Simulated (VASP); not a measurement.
Here is a VASP 6.6.1 calculation.

Contents of INCAR:

```
SYSTEM = Al
PREC = Accurate ; ENCUT = 600
EDIFF = 1E-6 ; ISMEAR = -1
SIGMA = 0.05 ; LREAL = .FALSE.
LASPH = .TRUE. ; NELM = 80
ALGO = Normal ; ISIF = 3
LWAVE = .FALSE. ; LCHARG = .FALSE.
GGA = B5 ; ALDAX = 1.0
AGGAX = 1.0 ; AGGAC = 1.0
ALDAC = 0.0 ; IBRION = 2
NSW = 60 ; EDIFFG = -0.01
```

The input KPOINTS:

```
regular mesh
0
G
  11 11 11
  0 0 0
```

POSCAR

```
Al
1.0
    0.0000000000      2.0248050000      2.0248050000
    2.0248050000      0.0000000000      2.0248050000
    2.0248050000      2.0248050000      0.0000000000
Al
1
Direct
    0.0000000000      0.0000000000      0.0000000000
```

Potentials or basis: VASP PAW PBE potentials, release 64 (Al).

The run is started by

```sh
$ cat potpaw_PBE.64/Al/POTCAR > POTCAR
$ mpirun -np 1 vasp_std > vasp.out
```

**Question.** What does it give for the band gap on the k mesh?

**Answer.** None (metal or under the smearing width).

**Question.** Predict the relaxed volume.

**Answer.** 17.40 Å³/atom.

The path:
| step | energy change (eV) | largest force (eV/Å) | pressure (GPa) | volume (Å³) |
| --- | --- | --- | --- | --- |
| 1 | 0.0000 | 0.0000 | 3.14 | 16.60 |
| 2 | -0.0075 | 0.0000 | 0.05 | 17.40 |

Caveat: the PAW data sets were made with another functional, which shifts forces and pressure a little.

The cell as given is a measured one (16.60 Å³/atom); BLYP puts the equilibrium volume +4.8 % from it, thermal expansion not counted.
